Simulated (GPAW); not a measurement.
# BaZrO3 (Pm-3m) in GPAW: band structure with r2SCAN

Aim: the band structure of BaZrO3 with r2SCAN.

All numbers are computed with GPAW 26.7.0; they aren't measurements. Logs are shortened: lines on timing, memory, paths and dates and some standing lists are left out, and cuts for length are marked. The log counts tension as positive stress, the text compression.

## Step 1: The crystal as given

The structure is cubic, space group Pm-3m (No. 221). Conventional cell: a = 4.191 Å, b = 4.191 Å, c = 4.191 Å, α = 90.00°, β = 90.00°, γ = 90.00°. Ba (site symmetry m-3m) has 12 O at 2.96 Å as nearest neighbours. Zr (site symmetry m-3m) has 6 O at 2.10 Å as nearest neighbours. O (site symmetry 4/mmm) is surrounded by 2 Zr at 2.10 Å.

## Step 2: Band structure, r2SCAN

run.py reads:

```python
from ase import Atoms
from ase.dft.bandgap import bandgap
from ase.io import write
from ase.units import GPa
from gpaw import GPAW, PW

atoms = Atoms(['Ba', 'Zr', 'O', 'O', 'O'],
              cell=[[4.19134, 0.0, 0.0],
                    [0.0, 4.19134, 0.0],
                    [0.0, 0.0, 4.19134]],
              scaled_positions=[[0.0, 0.0, 0.0],
                                [0.5, 0.5, 0.5],
                                [0.5, 0.5, 0.0],
                                [0.5, 0.0, 0.5],
                                [0.0, 0.5, 0.5]],
              pbc=True)

calc = GPAW(mode=PW(800),
            xc='MGGA_X_R2SCAN+MGGA_C_R2SCAN',
            kpts={'size': (6, 6, 6), 'gamma': True},
            occupations={'name': 'fermi-dirac', 'width': 0.05},
            nbands=36,
            convergence={'density': 1e-05, 'energy': 1e-05},
            maxiter=150,
            txt='gpaw.txt')
atoms.calc = calc
energy = atoms.get_potential_energy()
forces = atoms.get_forces()
stress = atoms.get_stress()
calc.write('gs.gpw')
write('result.traj', atoms)
print(f'Energy: {energy:.6f} eV')
print('Forces (eV/A):')
print(forces.round(4))
print('Stress (GPa):', (stress / GPa).round(3))
print('Fermi level:', round(calc.get_fermi_level(), 4), 'eV')
print(f'Gap: {bandgap(calc)[0]:.4f} eV, direct: {bandgap(calc, direct=True)[0]:.4f} eV')

path = atoms.cell.bandpath('GXMGRX,MR', npoints=60, eps=1e-4)
bs_calc = calc.fixed_density(kpts=path, symmetry='off', nbands=54,
                             convergence={'bands': 'CBM+6.0', 'eigenstates': 1e-6}, txt='bands.txt')
bs = bs_calc.band_structure()
bs.write('bs.json')
print(f'Gap on the path: {bandgap(bs_calc)[0]:.4f} eV')
```

Potentials or basis: GPAW PAW data sets (gpaw-data 1.2.1), pw.

Command:

```bash
$ OMP_NUM_THREADS=1 python run.py
```

gpaw.txt:

```text
__  _  _
 | _ |_)|_||  |
 |__||  | ||/\| - 26.7.0

Input parameters:
  mode=PW(ecut=800.0),
  convergence={'density': 1e-05, 'energy': 1e-05},
  kpts=MonkhorstPack(size=(6, 6, 6), gamma=True),
  maxiter=150,
  nbands=36,
  occupations=Occupations(name='fermi-dirac', width=0.05),
  xc=XC(name='MGGA_X_R2SCAN+MGGA_C_R2SCAN')

Diagonalizing LCAO Hamiltonian
Converting LCAO to pw mode
    .---------.
   /|         |
  / |         |
 *  |         |
 | O|  Zr     |
 |  .---------.
 | /  OO     /
 |/         /
 Ba--------*

Atoms  # Å, Bohr magnetons
|   | symbol |        x |        y |        z |    initial magnetic moments |
|---|--------|----------|----------|----------|-----------------------------|
| 0 |     Ba | 0.000000 | 0.000000 | 0.000000 | ( 0.0000,  0.0000,  0.0000) |
| 1 |     Zr | 2.095670 | 2.095670 | 2.095670 | ( 0.0000,  0.0000,  0.0000) |
| 2 |      O | 2.095670 | 2.095670 | 0.000000 | ( 0.0000,  0.0000,  0.0000) |
| 3 |      O | 2.095670 | 0.000000 | 2.095670 | ( 0.0000,  0.0000,  0.0000) |
| 4 |      O | 0.000000 | 2.095670 | 2.095670 | ( 0.0000,  0.0000,  0.0000) |

Unit cell  # Å
| periodic |        x |        y |        z |  lengths |    angles |
|----------|----------|----------|----------|----------|-----------|
|      yes | 4.191340 | 0.000000 | 0.000000 | 4.191340 | 90.000000 |
|      yes | 0.000000 | 4.191340 | 0.000000 | 4.191340 | 90.000000 |
|      yes | 0.000000 | 0.000000 | 4.191340 | 4.191340 | 90.000000 |

Number of symmetries: 48
Symmetry operations  # r_c * U_cc + t_c -> r_c
|    | kind |            matrix            |
|----|------|------------------------------|
|  0 |  E   |  1, 0, 0,  0, 1, 0,  0, 0, 1 |
|  1 |  σ   |  1, 0, 0,  0, 1, 0,  0, 0,-1 |
|  2 |  σ   |  1, 0, 0,  0, 0, 1,  0, 1, 0 |
|  3 |  C4  |  1, 0, 0,  0, 0, 1,  0,-1, 0 |
|  4 |  C4  |  1, 0, 0,  0, 0,-1,  0, 1, 0 |
|  5 |  σ   |  1, 0, 0,  0, 0,-1,  0,-1, 0 |
|  6 |  σ   |  1, 0, 0,  0,-1, 0,  0, 0, 1 |
|  7 |  C2  |  1, 0, 0,  0,-1, 0,  0, 0,-1 |
|  8 |  σ   |  0, 1, 0,  1, 0, 0,  0, 0, 1 |
|  9 |  C2  |  0, 1, 0,  1, 0, 0,  0, 0,-1 |
| 10 |  C3  |  0, 1, 0,  0, 0, 1,  1, 0, 0 |
| 11 |  S6  |  0, 1, 0,  0, 0, 1, -1, 0, 0 |
| 12 |  S6  |  0, 1, 0,  0, 0,-1,  1, 0, 0 |
| 13 |  C3  |  0, 1, 0,  0, 0,-1, -1, 0, 0 |
| 14 |  C4  |  0, 1, 0, -1, 0, 0,  0, 0, 1 |
| 15 |  S4  |  0, 1, 0, -1, 0, 0,  0, 0,-1 |
| 16 |  C3  |  0, 0, 1,  1, 0, 0,  0, 1, 0 |
| 17 |  S6  |  0, 0, 1,  1, 0, 0,  0,-1, 0 |
| 18 |  σ   |  0, 0, 1,  0, 1, 0,  1, 0, 0 |
| 19 |  C4  |  0, 0, 1,  0, 1, 0, -1, 0, 0 |
| 20 |  C2  |  0, 0, 1,  0,-1, 0,  1, 0, 0 |
| 21 |  S4  |  0, 0, 1,  0,-1, 0, -1, 0, 0 |
| 22 |  S6  |  0, 0, 1, -1, 0, 0,  0, 1, 0 |
| 23 |  C3  |  0, 0, 1, -1, 0, 0,  0,-1, 0 |
| 24 |  S6  |  0, 0,-1,  1, 0, 0,  0, 1, 0 |
| 25 |  C3  |  0, 0,-1,  1, 0, 0,  0,-1, 0 |
| 26 |  C4  |  0, 0,-1,  0, 1, 0,  1, 0, 0 |
| 27 |  σ   |  0, 0,-1,  0, 1, 0, -1, 0, 0 |
| 28 |  S4  |  0, 0,-1,  0,-1, 0,  1, 0, 0 |
| 29 |  C2  |  0, 0,-1,  0,-1, 0, -1, 0, 0 |
| 30 |  C3  |  0, 0,-1, -1, 0, 0,  0, 1, 0 |
| 31 |  S6  |  0, 0,-1, -1, 0, 0,  0,-1, 0 |
| 32 |  C4  |  0,-1, 0,  1, 0, 0,  0, 0, 1 |
| 33 |  S4  |  0,-1, 0,  1, 0, 0,  0, 0,-1 |
| 34 |  S6  |  0,-1, 0,  0, 0, 1,  1, 0, 0 |
| 35 |  C3  |  0,-1, 0,  0, 0, 1, -1, 0, 0 |
| 36 |  C3  |  0,-1, 0,  0, 0,-1,  1, 0, 0 |
| 37 |  S6  |  0,-1, 0,  0, 0,-1, -1, 0, 0 |
| 38 |  σ   |  0,-1, 0, -1, 0, 0,  0, 0, 1 |
| 39 |  C2  |  0,-1, 0, -1, 0, 0,  0, 0,-1 |
| 40 |  σ   | -1, 0, 0,  0, 1, 0,  0, 0, 1 |
| 41 |  C2  | -1, 0, 0,  0, 1, 0,  0, 0,-1 |
| 42 |  C2  | -1, 0, 0,  0, 0, 1,  0, 1, 0 |
| 43 |  S4  | -1, 0, 0,  0, 0, 1,  0,-1, 0 |
| 44 |  S4  | -1, 0, 0,  0, 0,-1,  0, 1, 0 |
| 45 |  C2  | -1, 0, 0,  0, 0,-1,  0,-1, 0 |
| 46 |  C2  | -1, 0, 0,  0,-1, 0,  0, 0, 1 |
| 47 |  i   | -1, 0, 0,  0,-1, 0,  0, 0,-1 |

BZ-sampling:
  Number of BZ points: 216
  Number of IBZ points: 20

  Monkhorst-Pack size: [6, 6, 6]
  Monkhorst-Pack shift: [0.08333333333333333, 0.08333333333333333, 0.08333333333333333]

K-points  # in reciprocal-cell coordinates
|     |                                coordinates |     weight |
|-----|--------------------------------------------|------------|
|   0 | (  0.00000000,   0.00000000,   0.00000000) | 0.00462963 |
|   1 | (  0.16666667,   0.00000000,   0.00000000) | 0.02777778 |
|   2 | (  0.16666667,   0.16666667,   0.00000000) | 0.05555556 |
|   3 | (  0.16666667,   0.16666667,   0.16666667) | 0.03703704 |
|   4 | (  0.33333333,   0.00000000,   0.00000000) | 0.02777778 |
|   5 | (  0.33333333,   0.16666667,   0.00000000) | 0.11111111 |
|   6 | (  0.33333333,   0.16666667,   0.16666667) | 0.11111111 |
|   7 | (  0.33333333,   0.33333333,   0.00000000) | 0.05555556 |
|   8 | (  0.33333333,   0.33333333,   0.16666667) | 0.11111111 |
|   9 | (  0.33333333,   0.33333333,   0.33333333) | 0.03703704 |
| ... |                                            |            |
|  19 | (  0.50000000,   0.50000000,   0.50000000) | 0.00462963 |

Plane wave coefficients: 3840
Cutoff: 800.0 eV

Spin-components: 1 (collinear spins)
Bands:           36
Projectors:      27
Spin-degeneracy: 2
Datatype:        complex128

Parallelization:
  kpt:    1
  domain: 1
  band:   1

Density:
  Valence electrons: 40.0
  Components: 1
  Grid points: [28 28 28]
  Charge: 0.0  # |e|

Potential:
  Grid points: [28 28 28]

species:
  Ba:
    name:    Barium
    Z:       56.0
    valence: 10
    core:    46
    charge:  0.0  # [|e|]
    compensation charges:
      type: gauss
      rc: 0.37  # [Å]
      lmax: 2
    cutoffs:
      filter: 2.06  # [Å]
      core: 2.33  # [Å]
    projectors
    | kind |    occ | energy [eV] | rcut [Å] |
    |------|--------|-------------|----------|
    |   5s |  2.000 |     -33.644 |    1.164 |
    |   6s |  2.000 |      -3.229 |    1.164 |
    |   5p |  6.000 |     -18.744 |    1.164 |
    |    p |        |       0.000 |    1.164 |
    |    d |        |       0.000 |    1.164 |
    |    d |        |      27.211 |    1.164 |

    Using partial waves for Ba as LCAO basis

  Zr:
    name:    Zirconium
    Z:       40.0
    valence: 12
    core:    28
    charge:  0.0  # [|e|]
    compensation charges:
      type: gauss
      rc: 0.40  # [Å]
      lmax: 2
    cutoffs:
      filter: 2.39  # [Å]
      core: 1.59  # [Å]
    projectors
    | kind |    occ | energy [eV] | rcut [Å] |
    |------|--------|-------------|----------|
    |   4s |  2.000 |     -54.478 |    1.323 |
    |   5s |  2.000 |      -4.438 |    1.323 |
    |   4p |  6.000 |     -32.467 |    1.334 |
    |   5p |  0.000 |      -1.470 |    1.334 |
    |   4d |  2.000 |      -3.600 |    1.244 |
    |    d |        |      23.611 |    1.244 |

    Using partial waves for Zr as LCAO basis

  O:
    name:    Oxygen
    Z:       8.0
    valence: 6
    core:    2
    charge:  0.0  # [|e|]
    compensation charges:
      type: gauss
      rc: 0.21  # [Å]
      lmax: 2
    cutoffs:
      filter: 1.17  # [Å]
      core: 0.83  # [Å]
    projectors
    | kind |    occ | energy [eV] | rcut [Å] |
    |------|--------|-------------|----------|
    |   2s |  2.000 |     -23.961 |    0.688 |
    |   2p |  4.000 |      -9.029 |    0.598 |
    |    s |        |       3.251 |    0.688 |
    |    p |        |      18.182 |    0.598 |
    |    d |        |       0.000 |    0.619 |

    Using partial waves for O as LCAO basis

Reference energy: -325293.970650  # eV

eigensolver:
  PPCG
  Converge bands: occupied
  niter=2

density mixing:
  MSR1-Mixer
  Pratt-step length: 0.05
  Maximum mixing coefficient: 0.75
  Old densities: 10
  SVD Regularization: 0.005
  Good broyden scale: 1.0
  Trust region scale: 1.0
  Backstep threshold: 4.0
  History deletion threshold: 6.0
  Fourier metric: weight=20.0, sigma=0.015

occupation numbers:
  Fermi-Dirac:
    width: 0.0500  # eV

poisson solver:
  ecut: 6400.0  # eV

xc functional:
  name: MGGA_X_R2SCAN+MGGA_C_R2SCAN with 2 nearest neighbor stencil

convergence criteria:
- Maximum integral of absolute [dens]ity change: 1e-05 electrons / valence electron
- Maximum [total energy] change in last 3 cyles: 1e-05 eV / valence electron
- Maximum integral of absolute [eigenst]ate change: 4e-08 eV^2 / valence electron
maximum number of iterations: 150

SCF iterations
|iter     | |      energy | eigst |  dens |
|---------|-|-------------|-------|-------|
|iter:   1| |  -92.497237 | +0.31 |       |
|iter:   2| |  -75.696900 | -1.22 | -0.87 |
|iter:   3| |  -73.489575 | -0.33 | -0.91 |
|iter:   4| |  -72.409859 | -1.06 | -1.18 |
|iter:   5| |  -72.405641 | -2.50 | -1.68 |
|iter:   6| |  -72.406992 | -3.68 | -2.36 |
|iter:   7| |  -72.407292 | -4.48 | -2.79 |
|iter:   8| |  -72.407301c| -5.77 | -3.57 |
|iter:   9| |  -72.407302c| -6.79 | -4.13 |
|iter:  10| |  -72.407302c| -7.88c| -4.99 |
|iter:  11| |  -72.407302c| -8.28c| -5.63c|

Converged in 11 steps
Energy contributions relative to reference atoms: (reference = -325293.970650)

Energy contributions:
  Kinetic:          26.158092
  Coulomb:         -27.944082
  Zero:              0.038898
  External:          0.000000
  Xc:              -70.660210
  Entropy:          -0.000000
  Spinorbit:         0.000000
  ----------------------------
  Free energy:     -72.407302
  Extrapolated:    -72.407302

dipole moment: (-37.043377, -37.043377, -37.043377)  # |e|*Ang

Fermi level: 9.014
Eigenvalues  # (at kpt = [0.000, 0.000, 0.000])
| band index |      eig [eV] | occ [0-2] |
|------------|---------------|-----------|
|          0 |       -41.578 |     2.000 |
|        ... |               |           |
|         12 |         5.440 |     2.000 |
|         13 |         5.440 |     2.000 |
|         14 |         5.896 |     2.000 |
|         15 |         5.896 |     2.000 |
|         16 |         5.896 |     2.000 |
|         17 |         6.676 |     2.000 |
[... 8 lines left out ...]
|         26 |        14.835 |     0.000 |
|         27 |        14.835 |     0.000 |
|        ... |               |           |
|         35 |        25.421 |     0.000 |

Gap: 3.735 eV
Transition (v -> c):
  (s=0, k=19, n=19, [0.50, 0.50, 0.50]) -> (s=0, k=0, n=20, [0.00, 0.00, 0.00])
Direct/indirect transitions are different
Direct gap: 3.969 eV
Transition at: (s=0, k=0, n=19, [0.00, 0.00, 0.00])

Forces  # eV/Ang
|        x |        y |        z |
|----------|----------|----------|
|  0.00000 |  0.00000 |  0.00000 |  # Ba   0
|  0.00000 |  0.00000 |  0.00000 |  # Zr   1
| -0.00000 |  0.00000 | -0.00000 |  # O    2
| -0.00000 | -0.00000 |  0.00000 |  # O    3
| -0.00000 |  0.00000 |  0.00000 |  # O    4

Stress tensor  # eV/Ang^3
|         x |         y |         z |
|-----------|-----------|-----------|
| -0.008815 | -0.000000 |  0.000000 |
| -0.000000 | -0.008815 |  0.000000 |
|  0.000000 |  0.000000 | -0.008815 |

# Writing to gs.gpw (mode='')
```

Run time: 6.2 min. Hardware: 1 thread of Arm Neoverse V2, shared host; peak memory 0.76 GiB.

Results:

- Free energy: -72.4073 eV
- Pressure: 1.4 GPa
- Band gap on the k mesh: 3.73 eV, indirect (least direct gap 3.97 eV)
- Band gap along the path: 3.73 eV, indirect (least direct gap 3.97 eV)

Levels at the corners of the path, in eV from the valence-band top:
| point | band 18 | band 19 | band 20 | band 21 | band 22 | band 23 |
| --- | --- | --- | --- | --- | --- | --- |
| Γ | -0.23 | -0.23 | -0.23 | 3.73 | 3.73 | 3.73 |
| X | -1.67 | -0.47 | -0.47 | 4.16 | 6.25 | 6.25 |
| M | -0.94 | -0.81 | -0.07 | 6.22 | 6.22 | 7.02 |
| Γ | -0.23 | -0.23 | -0.23 | 3.73 | 3.73 | 3.73 |
| R | 0.00 | 0.00 | 0.00 | 6.65 | 6.65 | 6.65 |
| X | -1.67 | -0.47 | -0.47 | 4.16 | 6.25 | 6.25 |
| M | -0.94 | -0.81 | -0.07 | 6.22 | 6.22 | 7.02 |
| R | 0.00 | 0.00 | 0.00 | 6.65 | 6.65 | 6.65 |

Caveat: the PAW data sets were made with another functional, which shifts forces and pressure a little; spin-orbit coupling is left out, which moves the levels of the heavy elements. r2SCAN opens gaps a little over a GGA but as a rule still falls short of measured ones.
